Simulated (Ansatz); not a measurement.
# SnTe (Fm-3m) in Ansatz: settings compared

The runs below take SnTe through relaxation of cell and atoms, single point, with PBEsol+D4, SVWN5, PBE.

Program: Ansatz 0.2.0. These are calculated values, not measurements. Logs are shortened: lines on timing, memory, paths and dates and some standing lists are left out, and cuts for length are marked.

**1. The structure**

It takes space group Fm-3m (No. 225, cubic). The conventional cell has a = 6.302 Å, b = 6.302 Å, c = 6.302 Å, α = 90.00°, β = 90.00°, γ = 90.00°. Te (site symmetry m-3m) is surrounded by 6 Sn at 3.15 Å. Sn (site symmetry m-3m) is surrounded by 6 Te at 3.15 Å.

**2. Relaxation of cell and atoms, PBEsol+D4**

input.yaml reads:

```yaml
crystal:
  lattice:
    - [0.0, 3.15085, 3.15085]
    - [3.15085, 0.0, 3.15085]
    - [3.15085, 3.15085, 0.0]
  atoms:
    - { symbol: Te, position: [0.5, 0.5, 0.5] }
    - { symbol: Sn, position: [0.0, 0.0, 0.0] }
hamiltonian:
  xc: pbesol
  pseudopotentials: { kind: paw }
  dispersion: d4
kpoints:
  mp_grid: { grid: [7, 7, 7] }
scf:
  occupations: { method: fermi_dirac, width: 0.05 }
output:
  forces: true
  stress: true
  write_density: true
  write_potential: true
  elf: true
  volumetric_format: npy
relax:
  f_tol: 0.01
  max_steps: 40
  cell: { stress_tol: 0.05 }
```

Potentials or basis: Ansatz PAW.

Launch:

```sh
ansatz run input.yaml --threads 2 --pin off --max-ram 5120MiB --backend cpu --events-out ev --progress --plain --runs-dir out
```

What it wrote:

```text
Warning: RAYON_NUM_THREADS=2 ignored (pool sized by the plan → 2); use --threads N
Engine: ansatz 0.2.0, x86_64-unknown-linux-gnu
Pseudopotentials: kind: paw
Pseudopotential: Te, paw, valence charge 16, recommended cutoff 420 eV (normal), Te.paw.azcp
Pseudopotential: Sn, paw, valence charge 14, recommended cutoff 420 eV (normal), Sn.paw.azcp
Functional definition: PBEsol
  exchange = pbesol_x
  correlation = pbesol_c
Crystal: 2 atoms, lattice volume = 62.562 Å³
Basis set: ecut = 420 eV, 1243 PW (Γ), exchange–correlation on 60×60×60 points (8 copies of the dense FFT grid, shifted against one another)
Bands: 19, of which v1, the nominal top of the filled ones, is band 15 counted from 1 (14 counted from 0)
Symmetry: 48 space group operations
Space group: Fm-3m (ITA 225), of the structure as read, at distance tolerance 4.0e-5 Å
k-points: 20 of 343
Non-local potential: Te, projectors of the file, l = 0: 2, l = 1: 2, l = 2: 2, l = 3: 2
Non-local potential: Sn, projectors of the file, l = 0: 2, l = 1: 2, l = 2: 2, l = 3: 2
PAW form: soft (Blöchl's): semilocal exchange-correlation on the pseudo side does not see the compensation charge
PAW frozen core: Te, regenerated for the run's functional, and the local potential with it (the file was generated under x = pbe(κ = 0.804, μ = 0.2195149727645171), c = pbe(β = 0.06672455060314922))
PAW frozen core: Sn, regenerated for the run's functional, and the local potential with it (the file was generated under x = pbe(κ = 0.804, μ = 0.2195149727645171), c = pbe(β = 0.06672455060314922))
PAW one-centre angular grid: Te, 590 points (default); XC on 64 Gauss nodes
PAW one-centre angular grid: Sn, 590 points (default); XC on 64 Gauss nodes
Initial density: superposition of atomic densities (neutral atoms: chi_scale 0, normalization atom), corrected by the library's trained network
Initial wavefunctions: pseudopotential atomic-orbital guess
Functional: x = pbesol(κ = 0.804, μ = 0.12345679012345678), c = pbesol(β = 0.046)
SCF iter   1: F=—  HF=-12852.364102 eV  |F-HF|=—  |Δ(HF+E_count)|=         —  Δρ=2.33e-3  dr2=3.14e-3  ethr=1.77e-3  ⟨swp⟩=6.1  Hψ=1977  notcnv=0
preconditioner: auto → none  [insulator: Δε(μ)=0.663 eV  Ē_g=8.642 eV  σ=0.050 eV  W_gap=1.00  n_scr=14 (ndim 8)  ℏωp=14.8 eV  f_vac=0.009  D(μ)=0.00/eV (n_scr^D=0)  ε∞_Penn≈4.0]
SCF iter   2: F=—  HF=-12852.360882 eV  |F-HF|=—  |Δ(HF+E_count)|=   3.22e-3  Δρ=8.65e-4  dr2=4.64e-4  ethr=1.05e-5  ⟨swp⟩=2.0  Hψ=757  notcnv=0
SCF iter   3: F=—  HF=-12852.360854 eV  |F-HF|=—  |Δ(HF+E_count)|=   2.75e-5  Δρ=1.93e-4  dr2=2.24e-5  ethr=1.55e-6  ⟨swp⟩=2.0  Hψ=680  notcnv=0
SCF iter   4: F=—  HF=-12852.360854 eV  |F-HF|=—  |Δ(HF+E_count)|=   3.32e-7  Δρ=1.15e-4  dr2=8.78e-6  ethr=7.47e-8  ⟨swp⟩=2.0  Hψ=681  notcnv=0
SCF iter   5: F=—  HF=-12852.360849 eV  |F-HF|=—  |Δ(HF+E_count)|=   5.93e-6  Δρ=3.45e-5  dr2=7.12e-7  ethr=2.93e-8  ⟨swp⟩=2.0  Hψ=680  notcnv=0
SCF iter   6: F=-12852.360848 eV  HF=-12852.360848 eV  |F-HF|=4.18e-10  |Δ(HF+E_count)|=   5.66e-7  Δρ=1.97e-6  dr2=1.96e-9  ethr=3.33e-10  ⟨swp⟩=9.9  Hψ=2601  notcnv=0
SCF 1 converged in 6 iterations: F = -12852.360848 eV  dr2 = 1.96e-9
relax step   1: F+E_penalty+E_count = -12852.36084800 eV  Δ(F+E_penalty+E_count) = +0.000e0 eV  max|allowed force component| = 1.900e-29 eV/Å  Δτ_max = 0.0000 Å  P = -1.593 GPa  Ω = 62.562 Å³  (6 SCF iters, dr2 threshold 1.00e-7 eV, accepted)
Crystal: 2 atoms, lattice volume = 59.701 Å³
Basis set: ecut = 420 eV, 1211 PW (Γ), exchange–correlation on 60×60×60 points (8 copies of the dense FFT grid, shifted against one another)
Initial density: handed on by an earlier stage of this run
Initial wavefunctions: those handed on with the density
iter 1 solved again at ethr=7.03e-6 eV; its pass at ethr=3.10e-3 eV (dr2=2.11e-3 eV) is discarded
SCF iter   1: F=—  HF=-12852.371339 eV  |F-HF|=—  |Δ(HF+E_count)|=         —  Δρ=1.31e-3  dr2=2.08e-3  ethr=7.03e-6  ⟨swp⟩=2.0  Hψ=2452  notcnv=0
preconditioner: auto → none  [insulator: Δε(μ)=0.649 eV  Ē_g=8.872 eV  σ=0.050 eV  W_gap=1.00  n_scr=14 (ndim 8)  ℏωp=15.2 eV  f_vac=0.001  D(μ)=0.00/eV (n_scr^D=0)  ε∞_Penn≈3.9]
SCF iter   2: F=—  HF=-12852.370885 eV  |F-HF|=—  |Δ(HF+E_count)|=   4.54e-4  Δρ=6.38e-4  dr2=4.55e-4  ethr=6.92e-6  ⟨swp⟩=1.3  Hψ=386  notcnv=0
SCF iter   3: F=—  HF=-12852.370795 eV  |F-HF|=—  |Δ(HF+E_count)|=   9.05e-5  Δρ=6.09e-5  dr2=7.96e-7  ethr=1.52e-6  ⟨swp⟩=2.0  Hψ=456  notcnv=0
SCF iter   4: F=—  HF=-12852.370797 eV  |F-HF|=—  |Δ(HF+E_count)|=   2.48e-6  Δρ=1.73e-5  dr2=6.64e-8  ethr=2.65e-9  ⟨swp⟩=2.1  Hψ=687  notcnv=0
iter 5 did not close the SCF: its close was put off for the readings that it lacked (scf_convergence_deferred on its scf_iter line)
SCF iter   5: F=-12852.370797 eV  HF=-12852.370797 eV  |F-HF|=1.73e-8  |Δ(HF+E_count)|=   8.64e-8  Δρ=3.34e-6  dr2=1.67e-8  ethr=2.21e-10  ⟨swp⟩=2.0  Hψ=682  notcnv=0
SCF iter   6: F=-12852.370797 eV  HF=-12852.370797 eV  |F-HF|=9.64e-11  |Δ(HF+E_count)|=   6.84e-9  Δρ=5.56e-7  dr2=1.34e-10  ethr=5.55e-11  ⟨swp⟩=6.4  Hψ=2243  notcnv=0
SCF 2 converged in 6 iterations: F = -12852.370797 eV  dr2 = 1.34e-10
relax step   2: F+E_penalty+E_count = -12852.37079716 eV  Δ(F+E_penalty+E_count) = -9.949e-3 eV  max|allowed force component| = 7.073e-29 eV/Å  Δτ_max = 0.0000 Å  P = +0.639 GPa  Ω = 59.701 Å³  energy of the carried Pulay correction = +5.494e-4 eV  (6 SCF iters, dr2 threshold 2.00e-7 eV, accepted)
Crystal: 2 atoms, lattice volume = 60.493 Å³
iter 1 solved again at ethr=7.02e-7 eV; its pass at ethr=3.10e-3 eV (dr2=2.11e-4 eV) is discarded
SCF iter   1: F=—  HF=-12852.372149 eV  |F-HF|=—  |Δ(HF+E_count)|=         —  Δρ=3.77e-4  dr2=1.72e-4  ethr=7.02e-7  ⟨swp⟩=3.0  Hψ=2383  notcnv=0
preconditioner: auto → none  [insulator: Δε(μ)=0.685 eV  Ē_g=8.815 eV  σ=0.050 eV  W_gap=1.00  n_scr=14 (ndim 8)  ℏωp=15.1 eV  f_vac=0.003  D(μ)=0.00/eV (n_scr^D=0)  ε∞_Penn≈3.9]
SCF iter   2: F=—  HF=-12852.372110 eV  |F-HF|=—  |Δ(HF+E_count)|=   3.89e-5  Δρ=1.83e-4  dr2=3.78e-5  ethr=5.73e-7  ⟨swp⟩=1.4  Hψ=387  notcnv=0
iter 3 did not close the SCF: its close was put off for the readings that it lacked (scf_convergence_deferred on its scf_iter line)
SCF iter   3: F=-12852.372103 eV  HF=-12852.372103 eV  |F-HF|=8.56e-9  |Δ(HF+E_count)|=   6.77e-6  Δρ=1.66e-5  dr2=1.22e-7  ethr=1.26e-7  ⟨swp⟩=2.0  Hψ=461  notcnv=0
iter 4 did not close the SCF: its close was put off for the readings that it lacked (scf_convergence_deferred on its scf_iter line)
SCF iter   4: F=-12852.372103 eV  HF=-12852.372103 eV  |F-HF|=1.94e-9  |Δ(HF+E_count)|=   1.60e-7  Δρ=3.86e-6  dr2=6.43e-9  ethr=4.06e-10  ⟨swp⟩=2.0  Hψ=639  notcnv=0
iter 5 did not close the SCF: its close was put off for the readings that it lacked (scf_convergence_deferred on its scf_iter line)
SCF iter   5: F=-12852.372103 eV  HF=-12852.372103 eV  |F-HF|=4.42e-10  |Δ(HF+E_count)|=  2.11e-10  Δρ=1.02e-6  dr2=7.27e-10  ethr=2.14e-11  ⟨swp⟩=2.2  Hψ=625  notcnv=0
SCF iter   6: F=-12852.372103 eV  HF=-12852.372103 eV  |F-HF|=7.28e-12  |Δ(HF+E_count)|=  1.55e-10  Δρ=2.09e-7  dr2=2.06e-11  ethr=2.42e-12  ⟨swp⟩=5.0  Hψ=2024  notcnv=0
SCF 3 converged in 6 iterations: F = -12852.372103 eV  dr2 = 2.06e-11
relax step   3: F+E_penalty+E_count = -12852.37210348 eV  Δ(F+E_penalty+E_count) = -1.306e-3 eV  max|allowed force component| = 9.203e-30 eV/Å  Δτ_max = 0.0000 Å  P = -0.039 GPa  Ω = 60.493 Å³  energy of the carried Pulay correction = +3.948e-4 eV  (6 SCF iters, dr2 threshold 2.00e-7 eV, accepted)
Initial wavefunctions: pseudopotential atomic-orbital guess (no wavefunctions were taken with the density)
iter 1 solved again at ethr=1.19e-7 eV; its pass at ethr=3.10e-3 eV (dr2=3.58e-5 eV) is discarded
SCF iter   1: F=—  HF=-12852.371707 eV  |F-HF|=—  |Δ(HF+E_count)|=         —  Δρ=3.29e-5  dr2=9.58e-8  ethr=1.19e-7  ⟨swp⟩=3.2  Hψ=3047  notcnv=0
preconditioner: auto → none  [insulator: Δε(μ)=0.685 eV  Ē_g=8.813 eV  σ=0.050 eV  W_gap=1.00  n_scr=14 (ndim 8)  ℏωp=15.1 eV  f_vac=0.003  D(μ)=0.00/eV (n_scr^D=0)  ε∞_Penn≈3.9]
SCF iter   2: F=—  HF=-12852.371707 eV  |F-HF|=—  |Δ(HF+E_count)|=   1.90e-7  Δρ=1.53e-5  dr2=2.21e-8  ethr=3.19e-10  ⟨swp⟩=2.1  Hψ=687  notcnv=0
SCF iter   3: F=—  HF=-12852.371707 eV  |F-HF|=—  |Δ(HF+E_count)|=   3.14e-8  Δρ=2.79e-6  dr2=7.38e-10  ethr=7.37e-11  ⟨swp⟩=3.0  Hψ=619  notcnv=0
SCF iter   4: F=—  HF=-12852.371707 eV  |F-HF|=—  |Δ(HF+E_count)|=   1.39e-9  Δρ=4.69e-7  dr2=5.27e-11  ethr=2.46e-12  ⟨swp⟩=2.0  Hψ=580  notcnv=0
iter 5 did not close the SCF: its close was put off for the readings that it lacked (scf_convergence_deferred on its scf_iter line)
SCF iter   5: F=-12852.371707 eV  HF=-12852.371707 eV  |F-HF|=3.64e-12  |Δ(HF+E_count)|=  2.18e-11  Δρ=5.46e-8  dr2=1.10e-12  ethr=1.00e-12  ⟨swp⟩=1.0  Hψ=380  notcnv=0
SCF iter   6: F=-12852.371707 eV  HF=-12852.371707 eV  |F-HF|=0.00e0  |Δ(HF+E_count)|=  1.82e-12  Δρ=8.25e-9  dr2=2.73e-14  ethr=1.00e-12  ⟨swp⟩=4.8  Hψ=1626  notcnv=0
SCF 4 converged in 6 iterations: F = -12852.371707 eV  dr2 = 2.73e-14
relax step   4: F+E_penalty+E_count = -12852.37170674 eV  Δ(F+E_penalty+E_count) = +3.967e-4 eV  max|allowed force component| = 7.363e-30 eV/Å  Δτ_max = 0.0000 Å  P = -0.039 GPa  Ω = 60.493 Å³  stress off target by 3.91e-2 GPa  SCF on the basis re-selected at this cell (its energy is not comparable with the rows above)  (6 SCF iters)
basis re-selected at this cell: Δ(F+E_penalty+E_count) = +3.967e-4 eV, ΔP = -0.000 GPa vs the last step (what re-selecting the basis moved, of the pressure what is left beyond the Pulay correction that the steps carried, after the strain that the cell walked since its last selection, with what the two solves' SCF thresholds leave and, on support functions, any second-order correction that the steps lacked; it is no measure of the basis error at this ecutwfc). This SCF's stress stands 3.91e-2 GPa from its target on what of the cell is left free (relax.cell.stress_tol is 5.00e-2 GPa) and its largest allowed force component is 7.36e-30 eV/Å (relax.f_tol is 1.00e-2 eV/Å): within both
SCF converged after 6 iterations
Free energy (F): -12852.371707 eV
Harris-Foulkes:  -12852.371707 eV  (|F-HF|=0.00e0)
Internal energy: -12852.371625 eV  (E = F + TS)
E sigma→0 (E₀):  -12852.371666 eV
Entropy (-TS):   -0.000081 eV (-0.041 meV/atom)
Fermi energy:    10.099047 eV
--- Per-component energies (eV) ---
  E_band       = -343.600794
  E_kinetic    = 367.645796
  E_local      = -2104.347505  (includes V_loc(G=0)·N_el)
  E_nonlocal   = -338.738952
  E_hartree    = 1332.257787
  E_xc         = -503.958285
  E_vxc        = -202.506527  (∫ρ·V_xc dr)
  E_paw        = -8646.887730  (= ΣΔE_a)
  E_vpaw       = -730.168992  (= ΣTr[D̂ρ^β])
  E_aug_tail   = -0.000192  (compensation charges beyond the density's cutoff)
  E_ewald      = -2958.479560
  E_disp       = -0.522639  (pairwise vdW)
  E_core_change = 0.659655  (= ΣΔE_core)
  E_smearing   = -0.000081  (= −TS)
  E_closure    = 0.000000  (closes the sum)
  Σ components = -12852.371707   (vs F -12852.371707, Δ=0.00e0)
--- Forces (eV/Å), atoms counted from 1 ---
  atom   1  Te     0.00000000    -0.00000000    -0.00000000
  atom   2  Sn    -0.00000000    -0.00000000     0.00000000
  max |Σ_I F_I| component: 1.05e-29 eV/Å
--- Stress (GPa, compression-positive) ---
       -0.039076      -0.000000      -0.000000
       -0.000000      -0.039076      -0.000000
       -0.000000      -0.000000      -0.039076
  P = ⅓ Tr σ = -0.0391 GPa (-0.391 kbar)
--- Band table (eV; the first three rows and the last of 20) ---
  k-point 0: bands = ["-27.0670", "-27.0670", "-27.0615", "-27.0615", "-27.0615", "-11.7781", "-11.7781", "-11.7695", "-11.7695", "-11.7695", "-3.0346", "5.4655", "7.8210", "7.8210", "7.8210", "13.4536", "13.4536", "13.4536", "14.7298"]
  k-point 1: bands = ["-27.0669", "-27.0669", "-27.0614", "-27.0614", "-27.0614", "-11.7793", "-11.7793", "-11.7692", "-11.7682", "-11.7682", "-2.8546", "4.4814", "7.8511", "7.8511", "8.5033", "12.5770", "12.5770", "12.6176", "14.6530"]
  k-point 2: bands = ["-27.0668", "-27.0668", "-27.0613", "-27.0610", "-27.0610", "-11.7824", "-11.7824", "-11.7685", "-11.7648", "-11.7648", "-2.3584", "2.9035", "7.9645", "7.9645", "9.2714", "11.3045", "11.3045", "11.4005", "15.3677"]
  k-point 19: bands = ["-27.0671", "-27.0664", "-27.0611", "-27.0608", "-27.0601", "-11.7934", "-11.7793", "-11.7672", "-11.7637", "-11.7575", "-1.2739", "2.4191", "4.8626", "5.6230", "8.7965", "11.2418", "14.1696", "15.1237", "15.3709"]
--- Relaxed structure (3 steps of the walk, 3 accepted, 1 SCFs on fresh bases) ---
  F+E_penalty+E_count = -12852.37170674 eV   max|allowed force component| = 7.363e-30 eV/Å   (the final SCF, on the basis selected at the relaxed cell)
  cell:  # Å, volume = 60.4928 Å³
    - [-1.2732046739382843e-34, 3.115715904997402, 3.115715904997402]
    - [3.115715904997402, 6.383342856127593e-38, 3.115715904997402]
    - [3.115715904997402, 3.115715904997402, 1.7833802115134564e-34]
  atoms:
    - { symbol: Te, position: [0.5, 0.5, 0.5] }
    - { symbol: Sn, position: [-4.456968493585914e-36, 4.775323385966667e-36, 8.595582094719848e-36] }
```

It took 4.2 s on 2 threads of Intel Xeon Platinum 8488C (Sapphire Rapids), shared host; peak memory 0.41 GiB.

Results:

| Quantity | Value |
| --- | --- |
| Free energy | -12852.3717 eV |
| Relaxed volume | 30.25 Å³/atom |
| Relaxed cell | a = 4.406 Å, b = 4.406 Å, c = 4.406 Å, α = 60.00°, β = 60.00°, γ = 60.00° |
| Space group after relaxing (to 0.05 Å) | Fm-3m (No. 225) |
| Energy gained by relaxing | 5.4 meV/atom |
| Ionic steps | 4 |
| Pressure after relaxing | 0.0 GPa |

The path:
```csv
step,energy change (eV),largest force (eV/Å),volume (Å³)
1,0.0000,0.0000,62.56
2,-0.0099,0.0000,59.70
3,-0.0113,0.0000,60.49
4,-0.0109,0.0000,60.49
```

Final structure:
```
CELL_PARAMETERS angstrom
0.00000 3.11572 3.11572
3.11572 0.00000 3.11572
3.11572 3.11572 0.00000
ATOMIC_POSITIONS crystal
Te 0.50000 0.50000 0.50000
Sn 0.00000 0.00000 0.00000
```

Caveat: this odd mesh misses L, where the gap lies, so gap, dielectric constants and Born charges aren't listed; the plane-wave basis is chosen anew once the cell has moved, so the energies of steps on either side of that aren't comparable; the PAW data sets come from PBE, with cores solved anew for the run's functional, which leaves a small shift of forces and pressure.

**3. Relaxation of cell and atoms, SVWN5**

input.yaml: that of step 2 with these lines changed.

```diff
@@ -9,5 +9,4 @@
 hamiltonian:
-  xc: pbesol
+  xc: { exchange: slater, correlation: vwn5 }
   pseudopotentials: { kind: paw }
-  dispersion: d4
 kpoints:
@@ -19,6 +18,2 @@
   stress: true
-  write_density: true
-  write_potential: true
-  elf: true
-  volumetric_format: npy
 relax:
```

Potentials or basis: Ansatz PAW.

Launch:

```sh
ansatz run input.yaml --threads 2 --pin off --max-ram 5120MiB --backend cpu --events-out ev --progress --plain --runs-dir out
```

Run time: 3 s. Hardware: 2 threads of Intel Xeon Platinum 8488C (Sapphire Rapids), shared host; peak memory 0.4 GiB.

Results (log left out):

```
Free energy                            : -12708.4208 eV
Relaxed volume                         : 30.25 Å³/atom
Relaxed cell                           : a = 4.406 Å, b = 4.406 Å, c = 4.406 Å, α = 60.00°, β = 60.00°, γ = 60.00°
Space group after relaxing (to 0.05 Å) : Fm-3m (No. 225)
Energy gained by relaxing              : 5.5 meV/atom
Ionic steps                            : 4
Pressure after relaxing                : 0.0 GPa
```

The path:
| step | energy change (eV) | largest force (eV/Å) | volume (Å³) |
| --- | --- | --- | --- |
| 1 | 0.0000 | 0.0000 | 62.56 |
| 2 | -0.0100 | 0.0000 | 59.68 |
| 3 | -0.0114 | 0.0000 | 60.49 |
| 4 | -0.0110 | 0.0000 | 60.49 |

Final structure:
```
Te Sn
1.0
     0.00000    3.11570    3.11570
     3.11570    0.00000    3.11570
     3.11570    3.11570    0.00000
Te Sn
1 1
Direct
  0.50000 0.50000 0.50000
  0.00000 0.00000 0.00000
```

Caveat: this odd mesh misses L, where the gap lies, so gap, dielectric constants and Born charges aren't listed; the plane-wave basis is chosen anew once the cell has moved, so the energies of steps on either side of that aren't comparable; the PAW data sets come from PBE, with cores solved anew for the run's functional, which leaves a small shift of forces and pressure.

**4. Single point, PBE**

input.yaml: that of step 3 with these lines changed.

```diff
@@ -9,3 +9,3 @@
 hamiltonian:
-  xc: { exchange: slater, correlation: vwn5 }
+  xc: pbe
   pseudopotentials: { kind: paw }
@@ -15,2 +15,4 @@
   occupations: { method: fermi_dirac, width: 0.05 }
+basis:
+  ecutwfc: "800 eV"
 output:
@@ -18,5 +20,2 @@
   stress: true
-relax:
-  f_tol: 0.01
-  max_steps: 40
-  cell: { stress_tol: 0.05 }
+  eigenvalues: true
```

Launch:

```sh
ansatz run input.yaml --threads 2 --pin off --max-ram 5120MiB --backend cpu --events-out ev --progress --plain --runs-dir out
```

Run time: 2.2 s. Hardware: 2 threads of Intel Xeon Platinum 8488C (Sapphire Rapids), shared host; peak memory 0.47 GiB.

It converged, with:

```
Free energy : -13004.7308 eV
Pressure    : 2.2 GPa
```

Levels at points of the mesh, in eV from the Fermi level:
| k point | band 11 | band 12 | band 13 | band 14 | band 15 | band 16 | band 17 | band 18 | band 19 |
| --- | --- | --- | --- | --- | --- | --- | --- | --- | --- |
| (0.00, 0.00, 0.00) | -12.88 | -4.76 | -2.22 | -2.22 | -2.22 | 3.28 | 3.28 | 3.28 | 4.70 |

Caveat: this odd mesh misses L, where the gap lies, so gap, dielectric constants and Born charges aren't listed.

**5. The runs side by side**

| task | level | cell | cutoff (eV) | pressure (GPa) | relaxed volume (Å³/atom) |
| --- | --- | --- | --- | --- | --- |
| relaxation of cell and atoms | PBEsol+D4 | relaxed | 420 | 0.0 | 30.25 |
| relaxation of cell and atoms | SVWN5 | relaxed | 420 | 0.0 | 30.25 |
| single point | PBE | as given | 800 | 2.2 | - |

Alike in all rows: potentials or basis Ansatz PAW; no spin polarisation; k mesh 7 × 7 × 7; smearing fermi-dirac 0.05 eV.

Caveats: the plane-wave basis is chosen anew once the cell has moved, so the energies of steps on either side of that aren't comparable (some runs); the PAW data sets come from PBE, with cores solved anew for the run's functional, which leaves a small shift of forces and pressure (some runs).

Total energies depend on the potentials used, so only differences within one code and one set of settings carry meaning.
